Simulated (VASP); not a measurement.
# Li2S (Fm-3m) in VASP: a series of runs

One crystal, Li2S, is run at these levels: PBEsol, r2SCAN; tasks: single point.

Program: VASP 6.6.1. These are calculated values, not measurements. Logs are shortened: lines on timing, memory, paths and dates and some standing lists are left out, and cuts for length are marked.

## Step 1: Starting point

The structure is cubic, space group Fm-3m (No. 225). Conventional cell: a = 5.653 Å, b = 5.653 Å, c = 5.653 Å, α = 90.00°, β = 90.00°, γ = 90.00°. Li (site symmetry -43m) is surrounded by 4 S at 2.45 Å. Around S (site symmetry m-3m) lie 8 Li at 2.45 Å.

The cell comes from a database or a generator and needn't be the stable form of this composition.

## Step 2: Single point, PBEsol

File INCAR:

```
SYSTEM = Li2S
ALGO = Normal
EDIFF = 1E-7
ENCUT = 700
GGA = PS
ISIF = 2
ISMEAR = 0
LASPH = .True.
LCHARG = .False.
LREAL = .False.
LWAVE = .False.
NBANDS = 13
NELM = 60
PREC = Accurate
SIGMA = 0.02
```

File KPOINTS:

```
k-points
0
Gamma
  8 8 8
  0 0 0
```

File POSCAR:

```
Li2S
1.0
    0.0000000000      2.8263500000      2.8263500000
    2.8263500000      0.0000000000      2.8263500000
    2.8263500000      2.8263500000      0.0000000000
Li S
2 1
Direct
    0.7500000000      0.7500000000      0.7500000000
    0.2500000000      0.2500000000      0.2500000000
    0.0000000000      0.0000000000      0.0000000000
```

Potentials or basis: VASP PAW PBE potentials, release 64 (Li_sv, S).

Launch:

```
$ cat potpaw_PBE.64/Li_sv/POTCAR potpaw_PBE.64/S/POTCAR > POTCAR
$ mpirun -np 1 vasp_std > vasp.out
```

OUTCAR:

```text
SYSTEM = Li2S
   EDIFF = 1E-7
   ENCUT = 700
   GGA = PS
   ISIF = 2
   ISMEAR = 0
   LASPH = .True.
   LREAL = .False.
   NELM = 60
   PREC = Accurate

 ion  position               nearest neighbor table
   1  0.750  0.750  0.750-   3 2.45   3 2.45   3 2.45   3 2.45
   2  0.250  0.250  0.250-   3 2.45   3 2.45   3 2.45   3 2.45
   3  0.000  0.000  0.000-   1 2.45   2 2.45   1 2.45   1 2.45   1 2.45   2 2.45   2 2.45   2 2.45

  LATTYP: Found a face centered cubic cell.
 ALAT       =     5.6527000000

  Lattice vectors:

 A1 = (   0.0000000000,   2.8263500000,   2.8263500000)
 A2 = (   2.8263500000,   0.0000000000,   2.8263500000)
 A3 = (   2.8263500000,   2.8263500000,   0.0000000000)

Analysis of symmetry for initial positions (statically):
=====================================================================
 Subroutine PRICEL returns:
 Original cell was already a primitive cell.

 Routine SETGRP: Setting up the symmetry group for a
 face centered cubic supercell.

 Subroutine GETGRP returns: Found 48 space group operations
 (whereof 48 operations were pure point group operations)
 out of a pool of 48 trial point group operations.

The static configuration has the point symmetry O_h .

Analysis of symmetry for dynamics (positions and initial velocities):
=====================================================================
 Subroutine PRICEL returns:
 Original cell was already a primitive cell.

 Routine SETGRP: Setting up the symmetry group for a
 face centered cubic supercell.

 Subroutine GETGRP returns: Found 48 space group operations
 (whereof 48 operations were pure point group operations)
 out of a pool of 48 trial point group operations.

The dynamic configuration has the point symmetry O_h .

 Subroutine INISYM returns: Found 48 space group operations
 (whereof 48 operations are pure point group operations),
 and found     1 'primitive' translations

----------------------------------------------------------------------------------------

                                     Primitive cell

  volume of cell :      45.1552

  direct lattice vectors                    reciprocal lattice vectors
     0.000000000  2.826350000  2.826350000    -0.176906611  0.176906611  0.176906611
     2.826350000  0.000000000  2.826350000     0.176906611 -0.176906611  0.176906611
     2.826350000  2.826350000  0.000000000     0.176906611  0.176906611 -0.176906611

  length of vectors
     3.997062502  3.997062502  3.997062502     0.306411238  0.306411238  0.306411238

  position of ions in fractional coordinates (direct lattice)
     0.750000000  0.750000000  0.750000000
     0.250000000  0.250000000  0.250000000
[... 89 lines left out ...]
   PSTRESS=    0.0 pullay stress
   NELECT =      12.0000    total number of electrons
   NUPDOWN=      -1.0000    fix difference up-down
   EMIN   =  10.00;   EMAX   =-10.00  energy-range for DOS
   EFERMI =   0.00;   METHOD = LEGACY
   ISMEAR =     0;   SIGMA  =   0.02  broadening in eV -4-tet -1-fermi 0-gaus
   EFERMI_NEDOS =   21; number of points for ismear=-14 and -15
   IALGO  =     38    algorithm
   IMIX   =      4    mixing-type and parameters
     AMIX     =   0.40;   BMIX     =  1.00
     AMIX_MAG =   1.60;   BMIX_MAG =  1.00
  volume/ion in A,a.u.               =      15.05       101.57
  Fermi-wavevector in a.u.,A,eV,Ry     =   1.052526  1.988985 15.072670  1.107810
  Thomas-Fermi vector in A             =   2.187612
   LORBIT       =      0    0 simple, 1 ext, 2 COOP (PROOUT), +10 PAW based schemes
   GGA     = PS    functional components
   LHFCALC =     F    Hartree Fock is set to
   AEXX    =    0.0000 exact exchange contribution
   IVDW    =     0    specifies the selected vdW correction
   LEPSILON=     F    determine dielectric tensor
   LRPA    =     F    only Hartree local field effects (RPA)
 non-spin polarized calculation
 Gauss-broadening in eV      SIGMA  =   0.02
  energy-cutoff  :      700.00
  volume of cell :       45.16
 maximum number of plane-waves:      1924
 NGX is ok and might be reduce to    36
   NGX = 17   NGY = 17   NGZ = 17

 number of electron      11.9999996 magnetization

 Free energy of the ion-electron system (eV)
  ---------------------------------------------------
  ext. energy  EPLUGINS =         0.00000000
  ---------------------------------------------------
  free energy    TOTEN  =       -12.37699655 eV

  energy without entropy =      -12.37699655  energy(sigma->0) =      -12.37699655

 E-fermi :   1.7466     XC(G=0):  -8.7308

 val. band max:        1.5608656842   @ k =   0.0000   0.0000   0.0000
 cond. band min:       4.7643667366   @ k =   0.5000   0.5000   0.0000
 fundamental gap:      3.2035010524
 Fermi energy:         1.7465691533

 k-point     1 :       0.0000    0.0000    0.0000
  band No.  band energies     occupation
      1     -41.8878      2.00000
      2     -41.8377      2.00000
      3      -9.5237      2.00000
      4       1.5609      2.00000
      5       1.5609      2.00000
      6       1.5609      2.00000
      7       5.7846      0.00000
      8       7.7198      0.00000
      9       7.7198      0.00000
     10       7.7198      0.00000
     11      12.7571      0.00000
     12      12.7571      0.00000
     13      13.9502      0.00000
[... 354 lines left out ...]
  band No.  band energies     occupation
      1     -41.8615      2.00000
      2     -41.8615      2.00000
      3      -8.9937      2.00000
      4      -1.1365      2.00000
      5       0.2623      2.00000
      6       0.6090      2.00000
      7       7.3179      0.00000
      8       8.1808      0.00000
      9       9.9165      0.00000
     10      10.5690      0.00000
     11      11.9372      0.00000
     12      13.2581      0.00000
     13      15.0631      0.00000

 [... further k-points ...]
[... 5 lines left out ...]
  --------------------------------------------------------------------------------------
  -------------------------------------------------------------------------------------
  Total       -0.0017871     -0.0017871     -0.0017871      0.0000000     -0.0000000     -0.0000000
  in kB       -0.0634079     -0.0634079     -0.0634079      0.0000000     -0.0000000     -0.0000000
  external PRESSURE =      -0.0634079 kB  Pullay stress =       0.0000000 kB

 VOLUME and BASIS-vectors are now :
 -----------------------------------------------------------------------------
  energy-cutoff  :      700.00
  volume of cell :       45.16
      direct lattice vectors                 reciprocal lattice vectors
     0.000000000  2.826350000  2.826350000    -0.176906611  0.176906611  0.176906611
     2.826350000  0.000000000  2.826350000     0.176906611 -0.176906611  0.176906611
     2.826350000  2.826350000  0.000000000     0.176906611  0.176906611 -0.176906611

 POSITION                                       TOTAL-FORCE (eV/Angst)
 -----------------------------------------------------------------------------------
      4.23953      4.23953      4.23953        -0.000000      0.000000     -0.000000
      1.41318      1.41318      1.41318         0.000000      0.000000      0.000000
      0.00000      0.00000      0.00000         0.000000     -0.000000      0.000000
 -----------------------------------------------------------------------------------
    total drift:                                0.000000      0.000000      0.000000

  FREE ENERGIE OF THE ION-ELECTRON SYSTEM (eV)
  ---------------------------------------------------
  free  energy   TOTEN  =       -12.3769965549 eV

  energy  without entropy=      -12.3769965549  energy(sigma->0) =      -12.37699655
```

OSZICAR:

```text
N       E                     dE             d eps       ncg     rms          rms(c)
DAV:   1     0.524523188947E+02    0.52452E+02   -0.62900E+03   754   0.112E+03
DAV:   2    -0.509342183707E+01   -0.57546E+02   -0.53348E+02   917   0.218E+02
DAV:   3    -0.124725533726E+02   -0.73791E+01   -0.73313E+01  1424   0.506E+01
DAV:   4    -0.126665827616E+02   -0.19403E+00   -0.19395E+00   991   0.106E+01
DAV:   5    -0.126711779649E+02   -0.45952E-02   -0.45948E-02  1203   0.127E+00    0.362E+00
DAV:   6    -0.123976021012E+02    0.27358E+00   -0.43282E-01   916   0.266E+00    0.260E+00
DAV:   7    -0.123731521064E+02    0.24450E-01   -0.11455E-01  1071   0.155E+00    0.152E+00
DAV:   8    -0.123773348007E+02   -0.41827E-02   -0.21019E-02  1043   0.838E-01    0.627E-01
DAV:   9    -0.123769928164E+02    0.34198E-03   -0.58487E-04  1080   0.154E-01    0.431E-01
DAV:  10    -0.123769979164E+02   -0.51000E-05   -0.72390E-04   874   0.143E-01    0.182E-01
DAV:  11    -0.123769963147E+02    0.16017E-05   -0.39389E-05  1107   0.504E-02    0.832E-02
DAV:  12    -0.123769965167E+02   -0.20200E-06   -0.36833E-06   950   0.149E-02    0.102E-02
DAV:  13    -0.123769967513E+02   -0.23455E-06   -0.21889E-06  1070   0.838E-03    0.146E-02
DAV:  14    -0.123769965773E+02    0.17391E-06   -0.18106E-07   871   0.358E-03    0.258E-03
DAV:  15    -0.123769965549E+02    0.22493E-07   -0.40367E-08   542   0.160E-03
   1 F= -.12376997E+02 E0= -.12376997E+02  d E =-.238673E-41
```

stdout:

```text
POSCAR found type information on POSCAR LiS
 POSCAR found :  2 types and       3 ions
 scaLAPACK will be used
 -----------------------------------------------------------------------------
|                                                                             |
|                                                                             |
|     You enforced a specific xc type in the INCAR file but a different       |
|     I HOPE YOU KNOW WHAT YOU ARE DOING!                                     |
|                                                                             |
 -----------------------------------------------------------------------------

 LDA part: xc-table for (Slater+PW92), standard interpolation
 POSCAR, INCAR and KPOINTS ok, starting setup
 FFT: planning ... GRIDC
 FFT: planning ... GRID_SOFT
 FFT: planning ... GRID
 WAVECAR not read
 entering main loop
```

Run time: 33 s. Hardware: 1 thread of Intel Xeon Platinum 8175M at 2.50GHz (Skylake/Cascade Lake), shared host; peak memory 0.2 GiB.

Results:

```yaml
Free_energy: -12.3770 eV
Pressure: 0.0 GPa
Band_gap_on_the_k_mesh: 3.20 eV, indirect (least direct gap 4.22 eV)
```

Caveat: the PAW data sets were made with another functional, which shifts forces and pressure a little.

## Step 3: Single point, PBEsol

INCAR, as its differences from that of step 2:

```diff
@@ -3,3 +3,3 @@
 EDIFF = 1E-7
-ENCUT = 700
+ENCUT = 520
 GGA = PS
```

File KPOINTS:

```
k-points
0
Gamma
  10 10 10
  0 0 0
```

POSCAR is that of step 2.

Potentials or basis: VASP PAW PBE potentials, release 64 (Li_sv, S).

Launch:

```
$ cat potpaw_PBE.64/Li_sv/POTCAR potpaw_PBE.64/S/POTCAR > POTCAR
$ mpirun -np 1 vasp_std > vasp.out
```

It took 63 s on 1 thread of Intel Xeon Platinum 8175M at 2.50GHz (Skylake/Cascade Lake), shared host; peak memory 0.17 GiB.

The run converged. Its results:

| Item | Value |
| --- | --- |
| Free energy | -12.3754 eV |
| Band gap on the k mesh | 3.20 eV, indirect (least direct gap 4.23 eV) |

Levels at points of the mesh, in eV from the valence-band top:
```
           k point  band 4  band 5  band 6  band 7  band 8  band 9
(0.00, 0.00, 0.00)    0.00    0.00    0.00    4.23    6.16    6.16
(0.50, 0.00, 0.00)   -3.00   -0.53   -0.53    6.12    6.49    6.49
(0.50, 0.50, 0.00)   -2.24   -1.49   -1.49    3.20    7.10   11.14
```

Caveat: the cutoff is under 1.25 times the usual one of these potentials, so pressure, stress and relaxed cells hold a basis-set (Pulay) error; the PAW data sets were made with another functional, which shifts forces and pressure a little. A k mesh can miss the band edges.

## Step 4: Single point, PBEsol

INCAR, as its differences from that of step 3:

```diff
@@ -14,2 +14,2 @@
 PREC = Accurate
-SIGMA = 0.02
+SIGMA = 0.5
```

File KPOINTS:

```
k-points
0
Gamma
  8 8 8
  0 0 0
```

POSCAR is that of step 3.

Launch:

```
$ cat potpaw_PBE.64/Li_sv/POTCAR potpaw_PBE.64/S/POTCAR > POTCAR
$ mpirun -np 1 vasp_std > vasp.out
```

It took 27 s on 1 thread of Intel Xeon Platinum 8175M at 2.50GHz (Skylake/Cascade Lake), shared host; peak memory 0.16 GiB.

Results (log left out):

```
Free energy            : -12.3754 eV
Band gap on the k mesh : 3.20 eV, indirect (least direct gap 4.23 eV)
```

Levels at points of the mesh, in eV from the valence-band top:
```tsv
k point	band 2	band 3	band 4	band 5	band 6	band 7	band 8	band 9	band 10	band 11
(0.00, 0.00, 0.00)	-43.41	-11.08	0.00	0.00	0.00	4.23	6.16	6.16	6.16	11.20
(0.50, 0.00, 0.00)	-43.43	-10.62	-3.00	-0.53	-0.53	6.12	6.49	6.49	8.35	12.85
(0.50, 0.50, 0.00)	-43.42	-10.49	-2.24	-1.49	-1.49	3.20	7.10	11.14	11.14	12.26
```

Caveat: the cutoff is under 1.25 times the usual one of these potentials, so pressure, stress and relaxed cells hold a basis-set (Pulay) error; the PAW data sets were made with another functional, which shifts forces and pressure a little. A k mesh can miss the band edges.

## Step 5: Single point, PBEsol

INCAR, as its differences from that of step 4:

```diff
@@ -3,3 +3,3 @@
 EDIFF = 1E-7
-ENCUT = 520
+ENCUT = 900
 GGA = PS
@@ -14,2 +14,2 @@
 PREC = Accurate
-SIGMA = 0.5
+SIGMA = 0.02
```

KPOINTS is that of step 4.

POSCAR is that of step 4.

Potentials or basis: VASP PAW PBE potentials, release 64 (Li_sv, S_h).

Launch:

```
$ cat potpaw_PBE.64/Li_sv/POTCAR potpaw_PBE.64/S_h/POTCAR > POTCAR
$ mpirun -np 1 vasp_std > vasp.out
```

Wall time 42 s (1 thread of Intel Xeon Platinum 8175M at 2.50GHz (Skylake/Cascade Lake), shared host); peak memory 0.24 GiB.

It converged, with:

| Item | Value |
| --- | --- |
| Free energy | -12.3783 eV |
| Pressure | 0.1 GPa |
| Band gap on the k mesh | 3.20 eV, indirect (least direct gap 4.22 eV) |

Levels at points of the mesh, in eV from the valence-band top:
| k point | band 2 | band 3 | band 4 | band 5 | band 6 | band 7 | band 8 | band 9 | band 10 | band 11 |
| --- | --- | --- | --- | --- | --- | --- | --- | --- | --- | --- |
| (0.00, 0.00, 0.00) | -43.40 | -11.09 | 0.00 | 0.00 | 0.00 | 4.22 | 6.15 | 6.15 | 6.15 | 11.14 |
| (0.50, 0.00, 0.00) | -43.42 | -10.63 | -3.01 | -0.53 | -0.53 | 6.10 | 6.48 | 6.48 | 8.35 | 12.86 |
| (0.50, 0.50, 0.00) | -43.41 | -10.49 | -2.25 | -1.49 | -1.49 | 3.20 | 7.06 | 11.14 | 11.14 | 12.25 |

Caveat: the PAW data sets were made with another functional, which shifts forces and pressure a little. A k mesh can miss the band edges.

## Step 6: Single point, r2SCAN

File INCAR:

```
SYSTEM = Li2S
ALGO = Normal
EDIFF = 1E-7
ENCUT = 520
ISIF = 2
ISMEAR = 0
LASPH = .True.
LCHARG = .False.
LMIXTAU = .True.
LREAL = .False.
LWAVE = .False.
METAGGA = R2SCAN
NBANDS = 13
NELM = 60
PREC = Accurate
SIGMA = 0.02
```

KPOINTS is that of step 5.

POSCAR is that of step 5.

Potentials or basis: VASP PAW PBE potentials, release 64 (Li_sv, S).

Launch:

```
$ cat potpaw_PBE.64/Li_sv/POTCAR potpaw_PBE.64/S/POTCAR > POTCAR
$ mpirun -np 1 vasp_std > vasp.out
```

Wall time 3.7 min (1 thread of Intel Xeon Platinum 8175M at 2.50GHz (Skylake/Cascade Lake), shared host); peak memory 0.16 GiB.

The run converged. Its results:

```yaml
Free_energy: -17.3786 eV
Band_gap_on_the_k_mesh: 3.85 eV, indirect (least direct gap 5.16 eV)
```

Levels at points of the mesh, in eV from the valence-band top:
```tsv
k point	band 2	band 3	band 4	band 5	band 6	band 7	band 8	band 9	band 10	band 11
(0.00, 0.00, 0.00)	-45.52	-11.54	0.00	0.00	0.00	5.16	6.92	6.92	6.92	11.82
(0.50, 0.00, 0.00)	-45.54	-11.08	-2.96	-0.53	-0.53	7.08	7.20	7.21	9.24	13.81
(0.50, 0.50, 0.00)	-45.54	-10.95	-2.20	-1.48	-1.48	3.85	7.95	12.32	12.32	13.48
```

Caveat: the cutoff is under 1.25 times the usual one of these potentials, so pressure, stress and relaxed cells hold a basis-set (Pulay) error; the PAW data sets were made with another functional, which shifts forces and pressure a little. r2SCAN opens gaps a little over a GGA but as a rule still falls short of measured ones.

## Step 7: Overview

| level | potentials or basis | k mesh | cutoff (eV) | smearing | gap on the mesh (eV) | pressure (GPa) |
| --- | --- | --- | --- | --- | --- | --- |
| PBEsol | VASP PAW PBE potentials, release 64 (Li_sv, S) | 8 × 8 × 8 | 700 | gaussian 0.02 eV | 3.20 | 0.0 |
| PBEsol | VASP PAW PBE potentials, release 64 (Li_sv, S) | 10 × 10 × 10 | 520 | gaussian 0.02 eV | 3.20 | - |
| PBEsol | VASP PAW PBE potentials, release 64 (Li_sv, S) | 8 × 8 × 8 | 520 | gaussian 0.5 eV | 3.20 | - |
| PBEsol | VASP PAW PBE potentials, release 64 (Li_sv, S_h) | 8 × 8 × 8 | 900 | gaussian 0.02 eV | 3.20 | 0.1 |
| r2SCAN | VASP PAW PBE potentials, release 64 (Li_sv, S) | 8 × 8 × 8 | 520 | gaussian 0.02 eV | 3.85 | - |

Alike in all rows: task single point; no spin polarisation; cell as given.

Caveats: the PAW data sets were made with another functional, which shifts forces and pressure a little; the cutoff is under 1.25 times the usual one of these potentials, so pressure, stress and relaxed cells hold a basis-set (Pulay) error (some runs).

Absolute energies hang on the potentials; compare differences alone.
